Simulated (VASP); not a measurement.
Output of a VASP run:

**OSZICAR**
```
       N       E                     dE             d eps       ncg     rms          rms(c)
DAV:   1     0.111190123800E+03    0.11119E+03   -0.45030E+03  3192   0.334E+02
DAV:   2     0.231561255377E+01   -0.10887E+03   -0.99128E+02  3254   0.139E+02
DAV:   3    -0.615186504709E+01   -0.84675E+01   -0.83532E+01  3951   0.366E+01
DAV:   4    -0.624652654272E+01   -0.94661E-01   -0.94603E-01  3659   0.387E+00
DAV:   5    -0.624704325320E+01   -0.51671E-03   -0.51669E-03  3772   0.295E-01    0.166E+00
DAV:   6    -0.612663632499E+01    0.12041E+00   -0.66289E-02  3789   0.959E-01    0.980E-01
DAV:   7    -0.611578796880E+01    0.10848E-01   -0.46547E-02  4146   0.657E-01    0.615E-01
DAV:   8    -0.611972605674E+01   -0.39381E-02   -0.75056E-03  3477   0.320E-01    0.251E-01
DAV:   9    -0.611946605570E+01    0.26000E-03   -0.36687E-04  3642   0.693E-02    0.890E-02
DAV:  10    -0.611949191890E+01   -0.25863E-04   -0.49553E-05  3609   0.281E-02    0.798E-03
DAV:  11    -0.611949573765E+01   -0.38187E-05   -0.23371E-06  3682   0.507E-03    0.457E-03
DAV:  12    -0.611949621861E+01   -0.48096E-06   -0.42332E-07  3545   0.319E-03    0.220E-03
DAV:  13    -0.611949621671E+01    0.19008E-08   -0.20088E-08  3689   0.541E-04
   1 F= -.61194962E+01 E0= -.61194962E+01  d E =-.116854E-22
 imaginary and real dielectric function
```

**OUTCAR**
```
------------------------ aborting loop because EDIFF is reached ----------------------------------------
  FORCE on cell =-STRESS in cart. coord.  units (eV):
  Direction    XX          YY          ZZ          XY          YZ          ZX
  --------------------------------------------------------------------------------------
  Total        0.0060309      0.0060309      0.0060309      0.0000000      0.0000000     -0.0000000
  in kB        0.1773240      0.1773240      0.1773240      0.0000000      0.0000000     -0.0000000
  external PRESSURE =       0.1773240 kB  Pullay stress =       0.0000000 kB
  volume of cell :       54.49
      direct lattice vectors                 reciprocal lattice vectors
     0.000000000  3.009066918  3.009066918    -0.166164467  0.166164467  0.166164467
     3.009066918  0.000000000  3.009066918     0.166164467 -0.166164467  0.166164467
     3.009066918  3.009066918  0.000000000     0.166164467  0.166164467 -0.166164467
 POSITION                                       TOTAL-FORCE (eV/Angst)
 -----------------------------------------------------------------------------------
      0.00000      0.00000      0.00000        -0.000000     -0.000000     -0.000000
      3.00907      3.00907      3.00907         0.000000      0.000000      0.000000
 -----------------------------------------------------------------------------------
    total drift:                                0.000000      0.000000      0.000000
  FREE ENERGIE OF THE ION-ELECTRON SYSTEM (eV)
  ---------------------------------------------------
  free  energy   TOTEN  =        -6.1194962167 eV

  energy  without entropy=       -6.1194962167  energy(sigma->0) =       -6.11949622

 plasma frequency squared (from intraband transitions) (eV^2)
  --------------------------------------------------------------------------------------
       0.000      -0.000       0.000
      -0.000       0.000       0.000
      -0.000      -0.000       0.000

 plasma frequency squared (from interband transitions, int dw w eps(2)(w)) (eV^2)
  --------------------------------------------------------------------------------------
     229.496       0.000      -0.000       0.000      -0.000      -0.000
      -0.000      -0.000     229.496       0.000      -0.000       0.000
      -0.000       0.000      -0.000      -0.000     229.496       0.000
```
(Selected blocks of OUTCAR.)

### POSCAR
```
NaBr
1
    0.0000000000     3.0090669175     3.0090669175
    3.0090669175     0.0000000000     3.0090669175
    3.0090669175     3.0090669175     0.0000000000
Na Br
1 1
Direct
  0.0000000000   0.0000000000   0.0000000000
  0.5000000000   0.5000000000   0.5000000000
```

Write an INCAR and KPOINTS that could have produced this output.

Several could match; the one computed here: the input of the run itself, PBE GGA, plane waves, VASP's PBE PAW potentials (set 64).

**KPOINTS**
```
Automatic mesh
0
Gamma
10 10 10
0 0 0
```

**INCAR**
```
SYSTEM = NaBr
PREC = Accurate
ENCUT = 400
EDIFF = 1E-7
NELM = 100
ALGO = Normal
LREAL = .FALSE.
LASPH = .TRUE.
ISMEAR = 0
SIGMA = 0.01
GGA = PE
LMAXMIX = 4
LWAVE = .FALSE.
LCHARG = .FALSE.
LOPTICS = .TRUE.
NBANDS = 33
NEDOS = 1001
CSHIFT = 0.1
```

POTCAR, in this order: Na_pv Br (PBE.64 set). Program: vasp_std.

The compound is NaBr in the rock salt structure. It was relaxed first.
